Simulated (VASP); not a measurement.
**PbO2: equation of state with PBE**

PbO2:

```xyz
3
Lattice="0.0000 2.7020 2.7020 2.7020 0.0000 2.7020 2.7020 2.7020 0.0000" Properties=species:S:1:pos:R:3 pbc="T T T"
Pb    0.0000    0.0000    0.0000
O     4.0530    4.0530    4.0530
O     1.3510    1.3510    1.3510
```

The cell comes from a database or a generator and needn't be the stable form of this composition.

| Quantity | Value |
| --- | --- |
| Program | VASP 6.6.1 |
| Task | equation of state |
| Functional | PBE |
| Potentials or basis | VASP PAW PBE potentials, release 64 (Pb_d, O) |
| Cutoff | 520 eV |
| k mesh | 9 × 9 × 9 |
| Occupations | fermi-dirac, width 0.05 eV |
| Spin | no spin polarisation |
| Further INCAR settings | ALGO = Normal; EDIFF = 1e-07; NBANDS = 20 |

The equilibrium volume is 13.23 Å³/atom, the bulk modulus is 133 GPa and the pressure derivative of the bulk modulus is 5.0.

Energy against volume, from the lowest point:
| volume (Å³/atom) | energy (meV/atom) |
| --- | --- |
| 12.362 | 26.99 |
| 12.625 | 12.48 |
| 12.888 | 3.70 |
| 13.151 | 0.00 |
| 13.414 | 0.79 |
| 13.677 | 5.59 |
| 13.940 | 13.91 |

All runs of the series together: 2.9 min on 1 thread of Intel(R) Xeon(R) Platinum 8488C (Sapphire Rapids) (shared host).

The run has no spin-orbit coupling, so splittings on Pb are missing.
